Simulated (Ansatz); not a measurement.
All numbers below come from DFT PBE, scalar-relativistic, plane waves, PAW (Ansatz 0.2.0). Settings: cutoff 420 eV, Γ-centred meshes spaced at most about 0.3 Å⁻¹, and about 0.25 Å⁻¹ or finer for metals (2π included), Gaussian smearing. No spin polarisation in the final relaxations.

These are static total energies at zero pressure. Lower structures may exist.

**Question.** Which of these relaxed structures of ZrSi2 is the lowest in energy?
A.

```cif
data_structure
_symmetry_space_group_name_H-M 'P4/mmm'
_symmetry_Int_Tables_number 123
_cell_length_a 3.4965
_cell_length_b 3.4965
_cell_length_c 4.9543
_cell_angle_alpha 90.000
_cell_angle_beta 90.000
_cell_angle_gamma 90.000
_cell_volume 60.57
loop_
_atom_site_label
_atom_site_type_symbol
_atom_site_symmetry_multiplicity
_atom_site_Wyckoff_symbol
_atom_site_fract_x
_atom_site_fract_y
_atom_site_fract_z
_atom_site_occupancy
Zr1 Zr 1 c 0.50000 0.50000 0.00000 1
Si1 Si 2 g 0.00000 0.00000 0.25864 1
```

B.

```cif
data_structure
_symmetry_space_group_name_H-M 'I-4m2'
_symmetry_Int_Tables_number 119
_cell_length_a 3.8805
_cell_length_b 3.8805
_cell_length_c 7.7304
_cell_angle_alpha 90.000
_cell_angle_beta 90.000
_cell_angle_gamma 90.000
_cell_volume 116.41
loop_
_atom_site_label
_atom_site_type_symbol
_atom_site_symmetry_multiplicity
_atom_site_Wyckoff_symbol
_atom_site_fract_x
_atom_site_fract_y
_atom_site_fract_z
_atom_site_occupancy
Zr1 Zr 2 b 0.50000 0.50000 0.00000 1
Si1 Si 2 a 0.00000 0.00000 0.00000 1
Si2 Si 2 c 0.00000 0.50000 0.25000 1
```

C.

```cif
data_structure
_symmetry_space_group_name_H-M 'Cmcm'
_symmetry_Int_Tables_number 63
_cell_length_a 3.7050
_cell_length_b 14.7884
_cell_length_c 3.6791
_cell_angle_alpha 90.000
_cell_angle_beta 90.000
_cell_angle_gamma 90.000
_cell_volume 201.58
loop_
_atom_site_label
_atom_site_type_symbol
_atom_site_symmetry_multiplicity
_atom_site_Wyckoff_symbol
_atom_site_fract_x
_atom_site_fract_y
_atom_site_fract_z
_atom_site_occupancy
Zr1 Zr 4 c 0.00000 0.10534 0.25000 1
Si1 Si 4 c 0.00000 0.44690 0.25000 1
Si2 Si 4 c 0.50000 0.24969 0.25000 1
```

**Answer.** C. It has space group Cmcm (No. 63); the next, A, with space group P4/mmm (No. 123), lies 0.55 eV/atom higher. Counting Si atoms around Zr (those within 1.25 times the shortest such distance or 1.15 times the sum of covalent radii, 1.27 where that leaves under three), the lowest has Zr 10 and the next has Zr 8. The lowest holds Si–Si chains (shortest 2.42 Å); the next holds Si–Si pairs (shortest 2.39 Å).

The Cmcm cell at 16.8 Å³/atom was relaxed from a cell as deposited in COD. Cells relaxed within their symmetry can be saddle points. Some types were kept out of the candidates beforehand, so the set may lack a known form.
